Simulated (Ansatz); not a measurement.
## Strain and the gap of NaCl (rocksalt)

NaCl built on the rocksalt prototype, relaxed with r2SCAN in the PAW code Ansatz. Space group Fm-3m (No. 225), cubic; conventional cell a = 5.605 Å, 22.02 Å³ an atom. Na has 6 Cl at 2.80 Å; Cl has 6 Na at 2.80 Å.

The axes x, y and z are those of this cell:
```yaml
crystal:
  lattice:
    - [0.00000, 2.80270, 2.80270]
    - [2.80270, 0.00000, 2.80270]
    - [2.80270, 2.80270, 0.00000]
  atoms:
    - { symbol: Na, position: [0.00000, 0.00000, 0.00000] }
    - { symbol: Cl, position: [0.50000, 0.50000, 0.50000] }
```

Unstrained: The PBE gap is direct at Γ: 5.180 eV. With r2SCAN the gap is 5.975 eV and direct, at Γ. The HSE06 gap is direct at Γ: 6.559 eV. Meshes: PBE 8×8×8, r2SCAN 8×8×8, HSE06 6×6×6. Strains are changes of length per length. After each strain the atoms were relaxed again with r2SCAN within the symmetry that the strain leaves, so tilts or polar shifts that break it weren't tested; points keep the names that they have in the unstrained zone. Spin-unpolarised throughout; all numbers are computed.

Changes of the least gap in eV (an overlap counts as a negative gap):
```json
{"strain": "epitaxial -4.0 % in the xy plane, free normal strain +1.75 %", "volume change (%)": "-6.2", "space group": "I4/mmm", "PBE": "+0.249", "r2SCAN": "+0.268", "HSE06": "+0.264", "G0W0@PBE (mesh)": "+0.24", "energy rise, r2SCAN (meV/atom)": "17.8"}
{"strain": "epitaxial -3.0 % in the xy plane, free normal strain +1.31 %", "volume change (%)": "-4.7", "space group": "I4/mmm", "PBE": "+0.181", "r2SCAN": "+0.196", "HSE06": "+0.192", "G0W0@PBE (mesh)": "+0.17", "energy rise, r2SCAN (meV/atom)": "9.7"}
{"strain": "epitaxial -2.0 % in the xy plane, free normal strain +0.97 %", "volume change (%)": "-3.0", "space group": "I4/mmm", "PBE": "+0.112", "r2SCAN": "+0.123", "HSE06": "+0.120", "G0W0@PBE (mesh)": "+0.11", "energy rise, r2SCAN (meV/atom)": "4.2"}
{"strain": "epitaxial -1.0 % in the xy plane, free normal strain +0.50 %", "volume change (%)": "-1.5", "space group": "I4/mmm", "PBE": "+0.053", "r2SCAN": "+0.059", "HSE06": "+0.057", "G0W0@PBE (mesh)": "+0.05", "energy rise, r2SCAN (meV/atom)": "1.0"}
{"strain": "epitaxial +1.0 % in the xy plane, free normal strain -0.32 %", "volume change (%)": "+1.7", "space group": "I4/mmm", "PBE": "-0.069", "r2SCAN": "-0.073", "HSE06": "-0.074", "G0W0@PBE (mesh)": "-0.07", "energy rise, r2SCAN (meV/atom)": "0.8"}
{"strain": "epitaxial +2.0 % in the xy plane, free normal strain -0.70 %", "volume change (%)": "+3.3", "space group": "I4/mmm", "PBE": "-0.134", "r2SCAN": "-0.142", "HSE06": "-0.144", "G0W0@PBE (mesh)": "-0.13", "energy rise, r2SCAN (meV/atom)": "3.2"}
{"strain": "epitaxial +3.0 % in the xy plane, free normal strain -1.06 %", "volume change (%)": "+5.0", "space group": "I4/mmm", "PBE": "-0.196", "r2SCAN": "-0.210", "HSE06": "-0.212", "G0W0@PBE (mesh)": "-0.20", "energy rise, r2SCAN (meV/atom)": "7.0"}
{"strain": "epitaxial +4.0 % in the xy plane, free normal strain -1.41 %", "volume change (%)": "+6.6", "space group": "I4/mmm", "PBE": "-0.257", "r2SCAN": "-0.275", "HSE06": "-0.278", "G0W0@PBE (mesh)": "-0.26", "energy rise, r2SCAN (meV/atom)": "12.0"}
```
Unstrained, G0W0@PBE with 183 empty bands, a screening cutoff of 150 eV and a 4×4×4 mesh gives 7.96 eV on its mesh; the band count follows the volume. The G0W0 figures hold for the stated bands, cutoff and mesh and aren't extrapolated.

Epitaxial -4.0 % in the xy plane, free normal strain +1.75 %. HSE06: the gap goes from 6.559 to 6.823 eV (+0.264 eV); with r2SCAN the top three valence levels at Γ, degenerate before, become 1+2 from the top over 22 meV. Stress change with r2SCAN, compression positive: xx +3.55, yy +3.55, zz -0.04 GPa.

Epitaxial -3.0 % in the xy plane, free normal strain +1.31 %. HSE06: the gap goes from 6.559 to 6.751 eV (+0.192 eV); with r2SCAN the top three valence levels at Γ, degenerate before, become 1+2 from the top over 21 meV. Stress change with r2SCAN, compression positive: xx +2.47, yy +2.47, zz -0.04 GPa.

Epitaxial -2.0 % in the xy plane, free normal strain +0.97 %. HSE06: the gap goes from 6.559 to 6.679 eV (+0.120 eV); with r2SCAN the top three valence levels at Γ, degenerate before, become 1+2 from the top over 17 meV. Stress change with r2SCAN, compression positive: xx +1.52, yy +1.52, zz -0.09 GPa.

Epitaxial -1.0 % in the xy plane, free normal strain +0.50 %. HSE06: the gap goes from 6.559 to 6.616 eV (+0.057 eV). Stress change with r2SCAN, compression positive: xx +0.70, yy +0.70, zz -0.06 GPa.

Epitaxial +1.0 % in the xy plane, free normal strain -0.32 %. HSE06: the gap goes from 6.559 to 6.485 eV (-0.074 eV); with r2SCAN the top three valence levels at Γ, degenerate before, become 2+1 from the top over 10 meV. Stress change with r2SCAN, compression positive: xx -0.63, yy -0.63, zz -0.04 GPa.

Epitaxial +2.0 % in the xy plane, free normal strain -0.70 %. HSE06: the gap goes from 6.559 to 6.415 eV (-0.144 eV); with r2SCAN the top three valence levels at Γ, degenerate before, become 2+1 from the top over 23 meV. Stress change with r2SCAN, compression positive: xx -1.16, yy -1.16, zz -0.03 GPa.

Epitaxial +3.0 % in the xy plane, free normal strain -1.06 %. HSE06: the gap goes from 6.559 to 6.347 eV (-0.212 eV); with r2SCAN the top three valence levels at Γ, degenerate before, become 2+1 from the top over 37 meV. Stress change with r2SCAN, compression positive: xx -1.62, yy -1.62, zz -0.03 GPa.

Epitaxial +4.0 % in the xy plane, free normal strain -1.41 %. HSE06: the gap goes from 6.559 to 6.281 eV (-0.278 eV); with r2SCAN the top three valence levels at Γ, degenerate before, become 2+1 from the top over 51 meV. Stress change with r2SCAN, compression positive: xx -2.02, yy -2.02, zz -0.03 GPa.

The meshes of the hybrids are coarse, so their gaps aren't converged to the digits shown.

The splittings at Γ are without spin-orbit coupling, which regroups them where it is of like size.
